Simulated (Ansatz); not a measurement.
**Formation energy of PbS (rocksalt structure)**

The computed numbers are results of PBE, scalar-relativistic (no spin polarisation) in the plane-wave PAW code Ansatz at 420 eV, 10×10×10 k-mesh, Gaussian smearing of 0.05 eV. The datasets are Ansatz's generated set soft_2.

The start was a prototype's sites filled with these elements; the Crystallography Open Database holds the compound in this structure.

It takes space group Fm-3m (No. 225, cubic). The conventional cell has a = 6.009 Å, b = 6.009 Å, c = 6.009 Å, α = 90.00°, β = 90.00°, γ = 90.00°. Pb (site symmetry m-3m) is surrounded by 6 S at 3.00 Å. S (site symmetry m-3m) is surrounded by 6 Pb at 3.00 Å. (Neighbours are counted to 15 % beyond the shortest distance.)

The elements were computed in their standard states with the same datasets, cutoff and functional. Absolute energies hang on the potentials; compare differences alone.

Energy of the relaxed cell (2 atoms, smearing extrapolated to zero): -12809.571 eV. Elements, in eV/atom: Pb -11906.418, S -902.059.

Problem. What is the formation energy?

Solution. [-12809.571 − (1 × -11906.418 + 1 × -902.059)] / 2 = -0.55 eV/atom, or -53 kJ per mole of atoms.

The value is for 0 K, without zero-point energy. Uncorrected semilocal values for oxides, chalcogenides and halides often miss by tenths of an eV an atom. A negative value shows stability against the elements alone, not against other compounds or structures.

Bader charges against formal ones: Pb +1.00 (+2), S −1.00 (−2). The cations give up 50 % of the formal charge; Bader charges stay under formal ones because the anions' density reaches into the cations' basins, the more so the higher the formal charge and the softer the anion.

No spin–orbit coupling, a notable omission for heavy elements. The relaxed cell is 4 % larger in volume than the cell of this structure in the Crystallography Open Database (25.98 Å³/atom, 1987).
